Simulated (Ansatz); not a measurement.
**Relaxing Se**

Computed with DFT r2SCAN, scalar-relativistic, plane waves, PAW (Ansatz). Cutoff 500 eV, Γ-centred k mesh, Gaussian smearing, no spin polarisation in the final step.

The start puts Se on the alpha-gallium structure type (Cmce, No. 64), at a guessed volume.

```
CELL_PARAMETERS angstrom
2.53940 -4.30381 0.00000
2.53940 4.30381 0.00000
0.00000 0.00000 5.08556
ATOMIC_POSITIONS crystal
Se 0.15250 0.84750 0.07850
Se 0.65250 0.34750 0.42150
Se 0.84750 0.15250 0.92150
Se 0.34750 0.65250 0.57850
```

Steps on the 4×4×4 mesh (4 atoms). 12 of 15 steps are shown, and the free energy counts from the last. Trial steps that were taken back and renewals of the plane-wave basis can be among the rows.

```
step  ΔF (meV/atom) V (Å³/atom) P (GPa) largest force component (eV/Å)
   1          507.9        27.79    -6.09                           1.059
   2          301.7        24.85    -0.43                           1.141
   4          200.6        25.77     0.36                           1.345
   5          127.1        26.38     3.98                           0.276
   6          107.7        27.46     1.96                           0.036
   7           98.9        29.88    -0.72                           0.118
   9           84.2        29.64    -0.24                           0.124
  10           76.5        29.65    -0.03                           0.128
  11           40.2        29.14    -1.43                           0.550
  12            7.7        28.71    -1.63                           0.705
  14            0.1        28.25     0.01                           0.016
  15            0.0        28.25     0.02                           0.016
```

A final relaxation ran on a 18×18×18 mesh. The relaxed crystal, I4/mmm (No. 139):

```cif
data_structure
_symmetry_space_group_name_H-M 'I4/mmm'
_symmetry_Int_Tables_number 139
_cell_length_a 3.3165
_cell_length_b 3.3165
_cell_length_c 10.2658
_cell_angle_alpha 90.000
_cell_angle_beta 90.000
_cell_angle_gamma 90.000
_cell_volume 112.92
loop_
_atom_site_label
_atom_site_type_symbol
_atom_site_symmetry_multiplicity
_atom_site_Wyckoff_symbol
_atom_site_fract_x
_atom_site_fract_y
_atom_site_fract_z
_atom_site_occupancy
Se1 Se 4 e 0.50000 0.50000 0.39488 1
```

```
Volume per atom                    : 28.2 Å³
Density                            : 4.6 g/cm³
Energy over the standard structure : 0.19 eV/atom
Gap on the 18×18×18 mesh           : 0 eV (a metal)
```

Energies count from the standard state of Se at the same level.

The final run used a 18×18×18 mesh on its 2-atom cell and 0.10 eV smearing. For metals, differences of a few meV/atom aren't resolved. Weakly bound directions are ill-defined at this level, which has no dispersion term.

Symmetry constrained the relaxation, so the result can be a saddle point.